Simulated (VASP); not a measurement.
# Ti2O (P-3m1) in VASP: notebook

The runs below take Ti2O through equation of state, with LDA.

Everything below comes from runs of VASP 6.6.1. Logs are shortened: lines on timing, memory, paths and dates and some standing lists are left out, and cuts for length are marked.

## (1) The crystal as given

Symmetry: P-3m1, No. 164, trigonal system. Conventional cell: a = 2.934 Å, b = 2.934 Å, c = 4.666 Å, α = 90.00°, β = 90.00°, γ = 120.00°. Ti (site symmetry 3m) is surrounded by 3 O at 2.09 Å. O (site symmetry -3m) is surrounded by 6 Ti at 2.09 Å.

## (2) Equation of state, LDA, 11.13 Å³/atom (a relaxed cell with its volume scaled by 0.96)

INCAR

```
PREC     = Accurate       # precision mode
ENCUT    = 520            # plane-wave cutoff, eV
EDIFF    = 1E-7           # SCF threshold, eV
ISMEAR   = -1             # smearing method
SIGMA    = 0.05           # smearing width, eV
LREAL    = F              # projectors in reciprocal space
LASPH    = T              # aspherical terms in the spheres
NELM     = 80             # most SCF steps
ALGO     = Normal         # electronic algorithm
ISIF     = 2              # what is computed and relaxed
LWAVE    = F              # write WAVECAR
LCHARG   = F              # write CHGCAR
```

KPOINTS

```
Automatic mesh
0
Gamma
  8 8 6
```

POSCAR

```
Ti2O                                    
1.0
    2.8945880613      0.0000000000      0.0000000000
   -1.4472940306      2.5067867945     -0.0000000000
   -0.0000000000      0.0000000000      4.6032660054
  Ti              O             
     2     1
Direct
     0.3333333332999970    0.6666666667000030    0.7395251486785780
     0.6666666667000030    0.3333333332999970    0.2604748513214220
     0.0000000000000000    1.0000000000000000    0.0000000000000000
```

Potentials or basis: VASP PAW LDA potentials, release 64 (Ti_sv, O).

Run with:

```
> cat potpaw_LDA.64/Ti_sv/POTCAR potpaw_LDA.64/O/POTCAR > POTCAR
> mpirun -np 1 vasp_std > vasp.out
```

OUTCAR:

```text
PREC = Accurate
   ENCUT = 520
   EDIFF = 1E-7
   ISMEAR = -1
   LREAL = F
   LASPH = T
   NELM = 80
   ISIF = 2

 ion  position               nearest neighbor table
   1  0.333  0.667  0.740-   3 2.06   3 2.06   3 2.06   2 2.77   2 2.77   2 2.77
   2  0.667  0.333  0.260-   3 2.06   3 2.06   3 2.06   1 2.77   1 2.77   1 2.77
   3  0.000  0.000  0.000-   1 2.06   2 2.06   1 2.06   2 2.06   2 2.06   1 2.06

  LATTYP: Found a hexagonal cell.
 ALAT       =     2.8945880613
 C/A-ratio  =     1.5903009022

  Lattice vectors:

 A1 = (   2.8945880613,   0.0000000000,   0.0000000000)
 A2 = (  -1.4472940306,   2.5067867945,   0.0000000000)
 A3 = (   0.0000000000,   0.0000000000,   4.6032660054)

Analysis of symmetry for initial positions (statically):
=====================================================================
 Subroutine PRICEL returns:
 Original cell was already a primitive cell.

 Routine SETGRP: Setting up the symmetry group for a
 hexagonal supercell.

 Subroutine GETGRP returns: Found 12 space group operations
 (whereof 12 operations were pure point group operations)
 out of a pool of 24 trial point group operations.

The static configuration has the point symmetry D_3d.

Analysis of symmetry for dynamics (positions and initial velocities):
=====================================================================
 Subroutine PRICEL returns:
 Original cell was already a primitive cell.

 Routine SETGRP: Setting up the symmetry group for a
 hexagonal supercell.

 Subroutine GETGRP returns: Found 12 space group operations
 (whereof 12 operations were pure point group operations)
 out of a pool of 24 trial point group operations.

The dynamic configuration has the point symmetry D_3d.

 Subroutine INISYM returns: Found 12 space group operations
 (whereof 12 operations are pure point group operations),
 and found     1 'primitive' translations

----------------------------------------------------------------------------------------

                                     Primitive cell

  volume of cell :      33.4018

  direct lattice vectors                    reciprocal lattice vectors
     2.894588061  0.000000000  0.000000000     0.345472302  0.199458526  0.000000000
    -1.447294031  2.506786794  0.000000000     0.000000000  0.398917053  0.000000000
     0.000000000  0.000000000  4.603266005     0.000000000  0.000000000  0.217237066

  length of vectors
     2.894588061  2.894588061  4.603266005     0.398917053  0.398917053  0.217237066

  position of ions in fractional coordinates (direct lattice)
     0.333333333  0.666666667  0.739525149
     0.666666667  0.333333333  0.260474851
     0.000000000  0.000000000  0.000000000

  ion indices of the primitive-cell ions
   primitive index   ion index
                 1           1
                 2           2
                 3           3

----------------------------------------------------------------------------------------

 KPOINTS: Automatic mesh

Automatic generation of k-mesh.
 Grid dimensions read from file:
 generate k-points for:    8    8    6

 Generating k-lattice:

  Cartesian coordinates                     Fractional coordinates (reciprocal lattice)
     0.043184038  0.024932316  0.000000000     0.125000000  0.000000000  0.000000000
     0.000000000  0.049864632  0.000000000     0.000000000  0.125000000  0.000000000
     0.000000000  0.000000000  0.036206178     0.000000000  0.000000000  0.166666667

  Length of vectors
     0.049864632  0.049864632  0.036206178

  Shift w.r.t. Gamma in fractional coordinates (k-lattice)
     0.000000000  0.000000000  0.000000000

 Subroutine IBZKPT returns following result:
 ===========================================

 Found     50 irreducible k-points:

 Following reciprocal coordinates:
            Coordinates               Weight
  0.000000  0.000000  0.000000      1.000000
  0.125000  0.000000  0.000000      6.000000
  0.250000  0.000000  0.000000      6.000000
  0.375000 -0.000000  0.000000      6.000000
  0.500000  0.000000  0.000000      3.000000
  0.125000  0.125000  0.000000      6.000000
[... 16 lines left out ...]
 -0.125000  0.500000  0.166667     12.000000
  0.250000  0.250000  0.166667     12.000000
 [... further k-points ...]
   k-points           NKPTS =     50   k-points in BZ     NKDIM =     50   number of bands    NBANDS=     19
   number of dos      NEDOS =    301   number of ions     NIONS =      3
   total plane-waves  NPLWV =  20736
   dimension x,y,z NGX =    24 NGY =   24 NGZ =   36
   dimension x,y,z NGXF=    48 NGYF=   48 NGZF=   72
   ions per type =               2   1
   NGX,Y,Z   is equivalent  to a cutoff of  13.78, 13.78, 13.00 a.u.
   NGXF,Y,Z  is equivalent  to a cutoff of  27.57, 27.57, 26.00 a.u.
 SYSTEM =  unknown system
   PREC   = accura    normal or accurate (medium, high low for compatibility)
   ISTART =      0    job   : 0-new  1-cont  2-samecut
   ICHARG =      2    charge: 1-file 2-atom 10-const
   ISPIN  =      1    spin polarized calculation?
   LNONCOLLINEAR =      F non collinear calculations
   LSORBIT =      F    spin-orbit coupling
   LASPH  =      T    aspherical Exc in radial PAW
   ENCUT  =  520.0 eV  38.22 Ry    6.18 a.u.   5.38  5.38  8.56*2*pi/ulx,y,z
   NELM   =     80;   NELMIN=  2; NELMDL= -5     # of ELM steps
   EDIFF  = 0.1E-06   stopping-criterion for ELM
   LREAL  =      F    real-space projection
   EDIFFG = 0.1E-05   stopping-criterion for IOM
   NSW    =      0    number of steps for IOM
   IBRION =     -1    ionic relax: 0-MD 1-quasi-New 2-CG
   NFREE  =      0    steps in history (QN), initial steepest desc. (CG)
   ISIF   =      2    stress and relaxation
   ISYM   =      2    0-nonsym 1-usesym 2-fastsym
   POTIM  = 0.5000    time-step for ionic-motion
   TEBEG  =    0.0;   TEEND  =   0.0 temperature during run
   PSTRESS=    0.0 pullay stress
   NELECT =      30.0000    total number of electrons
   NUPDOWN=      -1.0000    fix difference up-down
   EMIN   =  10.00;   EMAX   =-10.00  energy-range for DOS
   EFERMI =   0.00;   METHOD = LEGACY
   ISMEAR =    -1;   SIGMA  =   0.05  broadening in eV -4-tet -1-fermi 0-gaus
   EFERMI_NEDOS =   21; number of points for ismear=-14 and -15
   IALGO  =     38    algorithm
   IMIX   =      4    mixing-type and parameters
     AMIX     =   0.40;   BMIX     =  1.00
     AMIX_MAG =   1.60;   BMIX_MAG =  1.00
  volume/ion in A,a.u.               =      11.13        75.14
  Fermi-wavevector in a.u.,A,eV,Ry     =   1.579520  2.984860 33.944956  2.494884
  Thomas-Fermi vector in A             =   2.679887
   LORBIT       =      0    0 simple, 1 ext, 2 COOP (PROOUT), +10 PAW based schemes
   GGA     = CA    functional components
   LHFCALC =     F    Hartree Fock is set to
   AEXX    =    0.0000 exact exchange contribution
   IVDW    =     0    specifies the selected vdW correction
   LEPSILON=     F    determine dielectric tensor
   LRPA    =     F    only Hartree local field effects (RPA)
 non-spin polarized calculation
  energy-cutoff  :      520.00
  volume of cell :       33.40
 maximum number of plane-waves:       929
 NGX is ok and might be reduce to    24
   NGX = 11   NGY = 11   NGZ = 17

 number of electron      29.9999995 magnetization

 Free energy of the ion-electron system (eV)
  ---------------------------------------------------
  ext. energy  EPLUGINS =         0.00000000
  ---------------------------------------------------
  free energy    TOTEN  =       -28.70966534 eV

  energy without entropy =      -28.70429725  energy(sigma->0) =      -28.70698130

 E-fermi :  10.6649     XC(G=0): -13.1019

 val. band max:       10.6414206309   @ k =   0.5000   0.0000   0.5000
 cond. band min:      10.7226343472   @ k =   0.0000   0.0000   0.5000
 fundamental gap:      0.0812137163
 Fermi energy:        10.6649421244

 k-point     1 :       0.0000    0.0000    0.0000
  band No.  band energies     occupation
      1     -45.6918      2.00000
      2     -45.5021      2.00000
      3     -22.9022      2.00000
      4     -22.0152      2.00000
      5     -22.0152      2.00000
      6     -21.9052      2.00000
[... 11 lines left out ...]
     18      11.7280      0.00000
     19      11.7284      0.00000

 k-point     2 :       0.1250    0.0000    0.0000
  band No.  band energies     occupation
      1     -45.6707      2.00000
      2     -45.4939      2.00000
      3     -22.8456      2.00000
      4     -22.1198      2.00000
      5     -22.0499      2.00000
      6     -22.0080      2.00000
[... 11 lines left out ...]
     18      11.6397      0.00000
     19      12.1076      0.00000

 k-point     3 :       0.2500    0.0000    0.0000
  band No.  band energies     occupation
      1     -45.6171      2.00000
      2     -45.4762      2.00000
      3     -22.6994      2.00000
      4     -22.3758      2.00000
      5     -22.2278      2.00000
      6     -22.1251      2.00000
[... 11 lines left out ...]
     18      12.4225      0.00000
     19      12.4288      0.00000

 k-point     4 :       0.3750   -0.0000    0.0000
  band No.  band energies     occupation
      1     -45.5565      2.00000
      2     -45.4649      2.00000
      3     -22.6739      2.00000
      4     -22.4755      2.00000
      5     -22.4242      2.00000
      6     -22.1943      2.00000
[... 407 lines left out ...]
     18      13.2298      0.00000
     19      13.6919      0.00000

 k-point    23 :      -0.1250    0.5000    0.1667
  band No.  band energies     occupation
      1     -45.5223      2.00000
      2     -45.4692      2.00000
      3     -22.7248      2.00000
      4     -22.5380      2.00000
      5     -22.3572      2.00000
      6     -22.2181      2.00000
[... 11 lines left out ...]
     18      13.2411      0.00000
     19      13.5762      0.00000

 k-point    24 :       0.2500    0.2500    0.1667
  band No.  band energies     occupation
      1     -45.5229      2.00000
      2     -45.4687      2.00000
      3     -22.6567      2.00000
      4     -22.5367      2.00000
      5     -22.3123      2.00000
      6     -22.2667      2.00000
[... 11 lines left out ...]
     18      12.8059      0.00000
     19      13.3699      0.00000

 [... further k-points ...]

------------------------ aborting loop because EDIFF is reached ----------------------------------------

  FORCE on cell =-STRESS in cart. coord.  units (eV):
  Direction    XX          YY          ZZ          XY          YZ          ZX
  --------------------------------------------------------------------------------------
  -------------------------------------------------------------------------------------
  Total        2.0621253      2.0621253      2.0315358      0.0000000      0.0000000     -0.0000000
  in kB       98.9134617     98.9134616     97.4461816      0.0000000      0.0000000     -0.0000000
  external PRESSURE =      98.4243683 kB  Pullay stress =       0.0000000 kB

 VOLUME and BASIS-vectors are now :
 -----------------------------------------------------------------------------
  energy-cutoff  :      520.00
  volume of cell :       33.40
      direct lattice vectors                 reciprocal lattice vectors
     2.894588061  0.000000000  0.000000000     0.345472302  0.199458526  0.000000000
    -1.447294031  2.506786794  0.000000000     0.000000000  0.398917053  0.000000000
     0.000000000  0.000000000  4.603266005     0.000000000  0.000000000  0.217237066

 POSITION                                       TOTAL-FORCE (eV/Angst)
 -----------------------------------------------------------------------------------
     -0.00000      1.67119      3.40423         0.000000      0.000000     -0.168738
      1.44729      0.83560      1.19904        -0.000000     -0.000000      0.168738
      0.00000      0.00000      0.00000        -0.000000      0.000000      0.000000
 -----------------------------------------------------------------------------------
    total drift:                               -0.000000      0.000000      0.000000

  FREE ENERGIE OF THE ION-ELECTRON SYSTEM (eV)
  ---------------------------------------------------
  free  energy   TOTEN  =       -28.7096653385 eV

  energy  without entropy=      -28.7042972526  energy(sigma->0) =      -28.70698130
```

Wall time 20 s (1 thread of Intel Xeon Platinum 8488C (Sapphire Rapids), shared host); peak memory 0.15 GiB.

Results:

- Free energy: -28.7097 eV
- Pressure: 9.8 GPa
- Largest force: 0.169 eV/Å
- Band gap on the k mesh: none (metal or under the smearing width)

Caveat: semilocal functionals often make such compounds metallic where correlation or magnetic order opens a gap, which also shifts bond lengths.

## (3) Equation of state, LDA, 11.37 Å³/atom (a relaxed cell with its volume scaled by 0.98)

INCAR is that of step 2.

KPOINTS is that of step 2.

POSCAR

```
Ti2O                                    
1.0
    2.9145513684      0.0000000000      0.0000000000
   -1.4572756842      2.5240755256     -0.0000000000
   -0.0000000000      0.0000000000      4.6350136708
  Ti              O             
     2     1
Direct
     0.3333333332999970    0.6666666667000030    0.7395251486785780
     0.6666666667000030    0.3333333332999970    0.2604748513214220
     0.0000000000000000    1.0000000000000000    0.0000000000000000
```

Potentials or basis: VASP PAW LDA potentials, release 64 (Ti_sv, O).

Run with:

```
> cat potpaw_LDA.64/Ti_sv/POTCAR potpaw_LDA.64/O/POTCAR > POTCAR
> mpirun -np 1 vasp_std > vasp.out
```

Wall time 25 s (1 thread of Intel Xeon Platinum 8488C (Sapphire Rapids), shared host); peak memory 0.15 GiB.

The run converged. Its results:

```
Free energy            : -28.7419 eV
Pressure               : 4.7 GPa
Largest force          : 0.082 eV/Å
Band gap on the k mesh : none (metal or under the smearing width)
```

Caveat: semilocal functionals often make such compounds metallic where correlation or magnetic order opens a gap, which also shifts bond lengths.

## (4) Equation of state, LDA, 11.60 Å³/atom

INCAR is that of step 3.

KPOINTS is that of step 3.

POSCAR

```
Ti2O                                    
1.0
    2.9342448804      0.0000000000      0.0000000000
   -1.4671224402      2.5411306074     -0.0000000000
   -0.0000000000      0.0000000000      4.6663322807
  Ti              O             
     2     1
Direct
     0.3333333332999970    0.6666666667000030    0.7395251486785780
     0.6666666667000030    0.3333333332999970    0.2604748513214220
     0.0000000000000000    1.0000000000000000    0.0000000000000000
```

Run with:

```
> cat potpaw_LDA.64/Ti_sv/POTCAR potpaw_LDA.64/O/POTCAR > POTCAR
> mpirun -np 1 vasp_std > vasp.out
```

It took 26 s on 1 thread of Intel Xeon Platinum 8488C (Sapphire Rapids), shared host; peak memory 0.15 GiB.

The run converged. Its results:

```
Free energy            : -28.7530 eV
Pressure               : 0.1 GPa
Largest force          : 0.004 eV/Å
Band gap on the k mesh : none (metal or under the smearing width)
```

Caveat: semilocal functionals often make such compounds metallic where correlation or magnetic order opens a gap, which also shifts bond lengths.

## (5) Equation of state, LDA, 11.83 Å³/atom (a relaxed cell with its volume scaled by 1.02)

INCAR is that of step 4.

KPOINTS is that of step 4.

POSCAR

```
Ti2O                                    
1.0
    2.9536775320      0.0000000000      0.0000000000
   -1.4768387660      2.5579597773     -0.0000000000
   -0.0000000000      0.0000000000      4.6972360441
  Ti              O             
     2     1
Direct
     0.3333333332999970    0.6666666667000030    0.7395251486785780
     0.6666666667000030    0.3333333332999970    0.2604748513214220
     0.0000000000000000    1.0000000000000000    0.0000000000000000
```

Run with:

```
> cat potpaw_LDA.64/Ti_sv/POTCAR potpaw_LDA.64/O/POTCAR > POTCAR
> mpirun -np 1 vasp_std > vasp.out
```

Run time: 22 s. Hardware: 1 thread of Intel Xeon Platinum 8488C (Sapphire Rapids), shared host; peak memory 0.15 GiB.

It converged, with:

| Property | Result |
| --- | --- |
| Free energy | -28.7452 eV |
| Pressure | -4.0 GPa |
| Largest force | 0.067 eV/Å |
| Band gap on the k mesh | none (metal or under the smearing width) |

Caveat: semilocal functionals often make such compounds metallic where correlation or magnetic order opens a gap, which also shifts bond lengths.

## (6) Equation of state, LDA, 12.06 Å³/atom (a relaxed cell with its volume scaled by 1.04)

INCAR is that of step 5.

KPOINTS is that of step 5.

POSCAR

```
Ti2O                                    
1.0
    2.9728577937      0.0000000000      0.0000000000
   -1.4864288969      2.5745703712     -0.0000000000
   -0.0000000000      0.0000000000      4.7277384316
  Ti              O             
     2     1
Direct
     0.3333333332999970    0.6666666667000030    0.7395251486785780
     0.6666666667000030    0.3333333332999970    0.2604748513214220
     0.0000000000000000    1.0000000000000000    0.0000000000000000
```

Potentials or basis: VASP PAW LDA potentials, release 64 (Ti_sv, O).

Run with:

```
> cat potpaw_LDA.64/Ti_sv/POTCAR potpaw_LDA.64/O/POTCAR > POTCAR
> mpirun -np 1 vasp_std > vasp.out
```

Wall time 28 s (1 thread of Intel Xeon Platinum 8488C (Sapphire Rapids), shared host); peak memory 0.15 GiB.

The run converged. Its results:

```
Free energy            : -28.7203 eV
Pressure               : -7.7 GPa
Largest force          : 0.130 eV/Å
Band gap on the k mesh : none (metal or under the smearing width)
```

Caveat: semilocal functionals often make such compounds metallic where correlation or magnetic order opens a gap, which also shifts bond lengths.

## (7) Equation of state, LDA

This step only gathers the single runs of the series.

Results:

```
Equilibrium volume                        : 11.61 Å³/atom
Bulk modulus at fixed shape and positions : 217 GPa
Pressure derivative of the bulk modulus   : 4.3 (rough: it moves with the points fitted)
```

Energy against volume, from the lowest point:
```csv
volume (Å³/atom),energy (meV/atom)
11.134,14.46
11.366,3.71
11.598,0.00
11.830,2.61
12.062,10.91
```

Caveat: the cell was scaled at fixed shape and fractional positions, which overstates the stiffness of a crystal with free parameters, most of all of layers and chains.
